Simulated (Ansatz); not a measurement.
Crystal: AgO.

```
CELL_PARAMETERS angstrom
0.00000 2.40800 2.40800
2.40800 0.00000 2.40800
2.40800 2.40800 0.00000
ATOMIC_POSITIONS crystal
Ag 0.00000 0.00000 0.00000
O 0.75000 0.75000 0.75000
```

Base run:

| Item | Value |
| --- | --- |
| Program | Ansatz 0.2.0 |
| Functional | LDA |
| Potentials or basis | Ansatz PAW |
| Cutoff | 420 eV |
| Density cutoff | 1680 eV |
| k mesh | 10 × 10 × 10 |
| Occupations | gaussian, width 0.05 eV |
| Spin | no spin polarisation |

Its results: band gap on the k mesh none (metal or under the smearing width); pressure 5.7 GPa.

Question: The run is repeated on the same cell with these changes: functional from LDA to BLYP; spin from no spin polarisation to spin-orbit coupling, no magnetisation; potential files from those of the base run to others of the same set. What comes out?

Answer: Band gap on the k mesh none (metal or under the smearing width); pressure 23.8 GPa.

Several settings changed at once, so the effect can't be laid on one alone.

Caveats: the PAW data sets come from PBE, with cores solved anew for the run's functional, which leaves a small shift of forces and pressure; an odd number of electrons without spin polarisation forces a metal (some runs); a magnetic or distorted state may lie lower (some runs); the potentials were made for another functional, which shifts forces and pressure (some runs); so large a pressure means that the cell lies far from this level's equilibrium, or that cutoff or potentials fall short (some runs).

Not every run made on this cell is shown here.
